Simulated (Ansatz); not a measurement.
## Pd: the change of pressure and energy less free atoms with volume scale

Periodic Kohn-Sham DFT of a crystal at fixed atoms, scaled to volume_scale times the given cell; pressure positive in compression, energy less spherical unpolarised free atoms, largest_vzz the field gradient of largest size among the nuclei. The results are calculated, by Ansatz 0.2.0.

The cell before it is scaled or strained (space group Fm-3m, No. 225):
```
Pd
1.0
      0.0000     1.9449     1.9449
      1.9449     0.0000     1.9449
      1.9449     1.9449     0.0000
Pd
1
Direct
  0.00000 0.00000 0.00000
```

Settings of every row: method all-electron LAPW; functional PBE; relativity scalar; k mesh 18x18x18; filling fermi-dirac; smearing width 0.05 eV; basis error target 0.25 meV/atom; nucleus gaussian.

Atom start moment: 0 on all atoms.

| row | volume scale | V (Å³/atom) | pressure (GPa) | energy less free atoms (eV/atom) |
| --- | --- | --- | --- | --- |
| 1 | 0.94 | 13.831 | 22.707 | -3.6352 |
| 2 | 0.96 | 14.125 | ? | ? |
| 3 | 0.98 | 14.419 | 11.959 | -3.698 |
| 4 | 0.99 | 14.567 | 9.664 | -3.7079 |
| 5 | 1 | 14.714 | 7.506 | -3.7158 |
| 6 | 1.01 | 14.861 | 5.478 | -3.7218 |
| 7 | 1.02 | 15.008 | 3.573 | -3.7259 |
| 8 | 1.04 | 15.302 | 0.101 | -3.7292 |
| 9 | 1.06 | 15.597 | -2.96 | -3.7265 |

Question: what pressure and energy less free atoms should row 2 give?

Worked fit of pressure. Take u = (V_r/V)^(2/3) − 1 with V_r = 14.788 Å³ an atom, which is twice the finite (Eulerian) strain; such expansions in the strain, on which the Birch-Murnaghan equation of state is built, carry the rest volume and the bulk modulus. The shown rows have u = 0.04561, 0.01699, 0.01009, 0.00335, -0.00328, -0.0098, -0.02252, -0.03489. Least squares give pressure = 6.4671 + 305.515 × u + 1052.51 × u² + 1212 × u³ GPa; a parabola predicts inner rows, each left out in turn, worse (root mean square 0.02 against 0.0093 GPa). The rows lie off it by 0.001, -0.009, 0.006, 0.004, 0.002, 0.000, -0.006, 0.003 (root mean square 0.0048 GPa). The pressure vanishes at u = -0.0229, or V = 15.31 Å³ an atom, and there the bulk modulus at fixed shape and fractions is B = −V dP/dV = (2/3)(1 + u) dP/du = 169 GPa. The withheld row has u = 0.03105, so the fit gives 6.4671 + 305.515 × (0.03105) + 1052.51 × (0.03105)² + 1212 × (0.03105)³ = 17.004 GPa.

The calculation gave 17.001 GPa. The fit lies 0.003 GPa (0.012 % of the column's range) above it; its largest miss of a shown row is 0.009 GPa.

Worked fit of energy less free atoms. Take u = (V_r/V)^(2/3) − 1 with V_r = 14.788 Å³ an atom, which is twice the finite (Eulerian) strain; such expansions in the strain, on which the Birch-Murnaghan equation of state is built, carry the rest volume and the bulk modulus. The shown rows have u = 0.04561, 0.01699, 0.01009, 0.00335, -0.00328, -0.0098, -0.02252, -0.03489. Least squares give energy less free atoms = −3.71904 + 0.8957 × u + 20.029 × u² + 13.9 × u³ eV/atom; a parabola predicts inner rows, each left out in turn, worse (root mean square 0.00021 against 4.5e-05 eV/atom). All shown rows lie on it to the printed digit. Its lowest point lies at u = -0.0229, or V = 15.31 Å³ an atom, and the curvature there gives the bulk modulus at fixed shape and fractions, B = (4/9)(1 + u)² E″(u)/V = 169 GPa. The withheld row has u = 0.03105, so the fit gives −3.71904 + 0.8957 × (0.03105) + 20.029 × (0.03105)² + 13.9 × (0.03105)³ = -3.6715 eV/atom.

The calculation gave -3.6715 eV/atom. The fit meets it to the printed digit.
